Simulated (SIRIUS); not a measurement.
Crystal: Ti.

```xyz
2
Lattice="2.9500 0.0000 0.0000 -1.4750 2.5548 0.0000 0.0000 0.0000 4.6800" Properties=species:S:1:pos:R:3 pbc="T T T"
Ti    1.4750    0.8516    3.5100
Ti    0.0000    1.7032    1.1700
```

| Item | Value |
| --- | --- |
| Program | SIRIUS 7.10.0 |
| Task | relaxation of cell and atoms |
| Functional | PBEsol |
| Dispersion | D4 |
| Potentials or basis | PseudoDojo 0.4.1 PBE standard (scalar relativistic) |
| Cutoff | 1152 eV |
| Density cutoff | 4606 eV |
| k mesh | 4 × 4 × 3 |
| Occupations | fermi-dirac, width 0.05 eV |
| Spin | no spin polarisation |

At the start: pressure -6.3 GPa; volume 17.64 Å³/atom.

Problem. Where does the relaxation end?

Solution. Over 6 steps the energy falls by 32.9 meV/atom and the volume is 16.65 Å³/atom (-5.6 %); space group P6_3/mmc (No. 194, to 0.05 Å).

Step by step:
| step | energy change (eV) | largest force (eV/Å) | pressure (GPa) | volume (Å³) |
| --- | --- | --- | --- | --- |
| 1 | 0.0000 | 0.0000 | -6.27 | 35.27 |
| 2 | -0.0223 | 0.0000 | -4.80 | 34.75 |
| 3 | -0.0591 | 0.0000 | 1.39 | 32.92 |
| 4 | -0.0609 | 0.0000 | 0.90 | 33.04 |
| 5 | -0.0656 | 0.0000 | -0.20 | 33.33 |
| 6 | -0.0658 | 0.0000 | -0.07 | 33.29 |

Final structure:
```cif
data_structure
_symmetry_space_group_name_H-M 'P 1'
_symmetry_Int_Tables_number 1
_cell_length_a 2.9403
_cell_length_b 2.9403
_cell_length_c 4.4470
_cell_angle_alpha 90.000
_cell_angle_beta 90.000
_cell_angle_gamma 120.000
_cell_volume 33.29
loop_
_atom_site_label
_atom_site_type_symbol
_atom_site_fract_x
_atom_site_fract_y
_atom_site_fract_z
_atom_site_occupancy
Ti1 Ti 0.66667 0.33333 0.75000 1
Ti2 Ti 0.33333 0.66667 0.25000 1
```

Caveat: the k mesh is coarse (spacing up to 0.61 Å⁻¹), so the values aren't converged; the potentials were made for another functional, which shifts forces and pressure; pairwise dispersion overbinds metals, which lowers pressure and volume.
